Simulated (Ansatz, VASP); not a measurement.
**Zn: VASP beside Ansatz**

INCAR

```
SYSTEM = Zn
PREC = Accurate
ENCUT = 520
EDIFF = 1E-6
ISMEAR = -1
SIGMA = 0.05
LREAL = .False.
LASPH = .True.
NELM = 80
ALGO = Fast
ISIF = 2
LWAVE = .False.
LCHARG = .False.
GGA = PE
NBANDS = 12
```

File KPOINTS:

```
regular mesh
0
Gamma
  11 12 12
  0 0 0
```

POSCAR

```
Zn
1.0
   -1.5935815700      1.7766151400      1.7460215800
    1.5039206500     -1.5066388000      1.3863843100
    1.5441115400      1.4571687700     -1.4760452300
Zn
1
Direct
    0.0000000000      0.0000000000      0.0000000000
```

File input.yaml:

```yaml
crystal:
  lattice:
    - [-1.59358157, 1.77661514, 1.74602158]
    - [1.50392065, -1.5066388, 1.38638431]
    - [1.54411154, 1.45716877, -1.47604523]
  atoms:
    - { symbol: Zn, position: [0.0, 0.0, 0.0] }
hamiltonian:
  xc: pbe
  pseudopotentials: { kind: paw }
kpoints:
  mp_grid: { grid: [11, 12, 12] }
scf:
  occupations: { method: fermi_dirac, width: 0.05 }
output:
  forces: true
  stress: true
  eigenvalues: true
  write_density: true
  write_potential: true
  elf: true
  volumetric_format: npy
```

Change from the starting cell: cell sheared at random, sigma 0.06, atoms nudged by 0.01 Å.

Alike in both runs: task single point; functional PBE; k mesh 11 × 12 × 12; occupations fermi-dirac, width 0.05 eV; no spin polarisation.

```csv
,VASP,Ansatz
version,VASP 6.6.1,Ansatz 0.2.0
potentials or method,"VASP PAW PBE potentials, release 64 (Zn)",Ansatz PAW
plane-wave cutoff (eV),520,420
valence electrons in the cell,12,12
```

|  | VASP | Ansatz | Ansatz less VASP |
| --- | --- | --- | --- |
| gap on the k mesh at the Fermi level (eV) | none | none | - |
| pressure (GPa) | 2.4 | 2.2 | -0.25 |
| largest component of the traceless stress (GPa) | 3.54 | 3.42 | -0.122 |

A gap of «none» marks a metal or a gap that the smearing closes.
